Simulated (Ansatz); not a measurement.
Space group Fm-3m (No. 225). a = 4.124 Å, b = 4.124 Å, c = 4.124 Å, α = 90.00°, β = 90.00°, γ = 90.00°
```json
{"atom": "Au", "site": "4a", "symmetry": "m-3m", "x": "0.0000", "y": "0.0000", "z": "0.0000"}
```

Equation of state of this Au structure (not necessarily the ground state), with shape and atoms relaxed at each volume where symmetry leaves them free. It has no gap at any of these volumes. These are results of DFT r2SCAN, scalar-relativistic, plane waves, PAW in Ansatz 0.2.0, not measurements.

Plane waves to 500 eV, a k mesh through Γ of 18×18×18 on the computed 1-atom cell and Gaussian smearing (0.10 eV); no spin polarisation.

```json
{"V (Å³/atom)": "15.431", "E − E(largest V) (meV/atom)": "96.83", "P (GPa)": "28.83"}
{"V (Å³/atom)": "15.957", "E − E(largest V) (meV/atom)": "18.28", "P (GPa)": "19.34"}
{"V (Å³/atom)": "16.483", "E − E(largest V) (meV/atom)": "-32.10", "P (GPa)": "11.58"}
{"V (Å³/atom)": "17.009", "E − E(largest V) (meV/atom)": "-59.37", "P (GPa)": "5.22"}
{"V (Å³/atom)": "17.535", "E − E(largest V) (meV/atom)": "-67.73", "P (GPa)": "0.03"}
{"V (Å³/atom)": "18.061", "E − E(largest V) (meV/atom)": "-60.65", "P (GPa)": "-4.19"}
{"V (Å³/atom)": "18.587", "E − E(largest V) (meV/atom)": "-41.05", "P (GPa)": "-7.56"}
{"V (Å³/atom)": "19.288", "E − E(largest V) (meV/atom)": "0.00", "P (GPa)": "-11.00"}
```

Problem. Fit a third-order Birch–Murnaghan equation to E(V).

Solution. V0 = 17.54 Å³/atom, B0 = 155 GPa, B0' = 5.9.

Spin-orbit coupling is left out, which matters for the bands of heavy elements.